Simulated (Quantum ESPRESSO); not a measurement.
**Gd in Quantum ESPRESSO: the effect of strain**

Gd:

```
Gd
1.0
    -1.94400    1.94400    2.02500
     1.94400   -1.94400    2.02500
     1.94400    1.94400   -2.02500
Gd
1
Direct
  0.00000 0.00000 0.00000
```

This isn't the form of Gd at room conditions, which is hcp.

Alike in all runs:

* Program: Quantum ESPRESSO 7.5
* Task: single point
* Functional: PBE
* Potentials or basis: SSSP 1.3 efficiency PBE
* Cutoff: 748 eV
* Density cutoff: 5987 eV
* k mesh: 9 × 9 × 9
* Occupations: fermi-dirac, width 0.05 eV
* Spin: collinear spin, ferromagnetic start
* Starting moments: [7.0] μB
* Kind of strain: biaxial_xy
* Mixing beta: 0.3
* Most SCF iterations: 120
* SCF threshold: 2e-10 Ry

```csv
strain,pressure (GPa),moment (μB)
-0.04,3.0,7.60
-0.02,1.3,7.61
-0.01,?,?
0,-0.1,7.62
0.01,-0.8,7.63
0.02,-1.4,7.64
0.04,-2.4,7.66
```

**Question.** What does the run with strain -0.01 give?

**Answer.** Pressure 0.6 GPa; moment 7.61 μB.

Worked out: A parabola through the other rows of the pressure, of slope -73 GPa per unit of strain there, gives 0.6 GPa, against the run's 0.6. A straight line through the other rows of the moment, of slope 0.743 μB per unit of strain, gives 7.62 μB, against the run's 7.61.
